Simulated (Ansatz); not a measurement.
# CdSe: levels along high-symmetry lines

```
CELL_PARAMETERS angstrom
0.00000 2.86907 2.86907
2.86907 0.00000 2.86907
2.86907 2.86907 0.00000
ATOMIC_POSITIONS crystal
Cd 0.00000 0.00000 0.00000
Se 0.50000 0.50000 0.50000
```

Atom numbers follow the list: Cd1, Se2.

The structure comes from a relaxation in the same program, started in the rocksalt type, and has space group Fm-3m. Whether it is a known phase or the ground state wasn't checked.

The calculation used Ansatz 0.2.0, DFT, PBE, all-electron LAPW, scalar-relativistic.

Sampling and basis: a Γ-centred 12×12×12 k mesh, Fermi–Dirac smearing of 0.03 eV, basis error target 1 meV/atom, no spin polarisation.

Points in fractions of the reciprocal vectors of this cell: Γ (0, 0, 0), X (0.5, 0, 0.5), U (0.625, 0.25, 0.625), K (0.375, 0.375, 0.75), L (0.5, 0.5, 0.5), W (0.5, 0.25, 0.75). The path joins them by straight lines in the order Γ–X–U–K–Γ–L–W–X; legs that retrace an earlier one aren't tabulated. Energies are in eV from the Fermi level.

Problem. Metal or insulator at this level of theory?

Solution. No gap opens: metallic or semimetallic.

Problem. Tabulate bands 19 to 25, counted from the lowest band of the run, along the path.

Solution. 
```tsv
k (1/Å)	point	band 19	band 20	band 21	band 22	band 23	band 24	band 25
0.00	Γ	-7.92	-0.64	-0.64	-0.64	0.09	8.65	8.65
0.27		-7.90	-1.95	-0.85	-0.85	1.94	6.95	7.51
0.55		-7.85	-2.95	-1.36	-1.36	2.38	6.00	6.37
0.82		-7.65	-3.67	-1.87	-1.87	0.36	5.68	8.40
1.09	X	-7.25	-4.11	-2.08	-2.08	-0.45	5.46	9.69
1.19		-7.27	-4.08	-2.31	-2.03	-0.20	5.53	9.59
1.29		-7.31	-3.97	-2.76	-1.90	0.32	5.73	9.32
1.39		-7.37	-3.80	-3.22	-1.69	0.90	6.01	8.84
1.48	U	-7.46	-3.61	-3.58	-1.41	1.47	6.22	8.12
1.65		-7.50	-3.86	-3.18	-1.67	2.23	6.03	7.37
1.82		-7.51	-3.95	-2.81	-2.07	2.97	5.36	7.55
1.99		-7.50	-3.86	-3.18	-1.67	2.23	6.03	7.37
2.15	K	-7.46	-3.61	-3.58	-1.41	1.47	6.22	8.12
2.44		-7.70	-4.13	-2.66	-0.45	3.11	5.45	6.36
2.73		-7.80	-3.64	-1.64	-0.02	3.81	4.99	6.12
3.02		-7.89	-2.29	-0.89	-0.39	1.90	7.27	7.30
3.31	Γ	-7.92	-0.64	-0.64	-0.64	0.09	8.65	8.65
3.55		-7.91	-2.04	-0.57	-0.57	1.47	7.35	8.11
3.79		-7.86	-3.53	-0.38	-0.38	2.72	6.21	6.69
4.03		-7.81	-4.58	-0.16	-0.16	3.06	5.64	5.64
4.26	L	-7.79	-4.96	-0.06	-0.06	3.00	5.25	5.25
4.46		-7.78	-4.86	-0.76	-0.30	3.64	4.14	5.68
4.65		-7.72	-4.53	-1.91	-1.03	3.30	4.55	6.85
4.84		-7.51	-3.95	-2.81	-2.07	2.97	5.36	7.55
5.04	W	-7.39	-3.17	-3.17	-3.04	2.90	5.83	7.38
5.17		-7.38	-3.54	-2.96	-2.78	2.22	6.62	6.63
5.31		-7.33	-3.84	-2.72	-2.42	1.06	6.01	8.12
5.45		-7.28	-4.04	-2.34	-2.17	0.04	5.60	9.49
5.58	X	-7.25	-4.11	-2.08	-2.08	-0.45	5.46	9.69
```
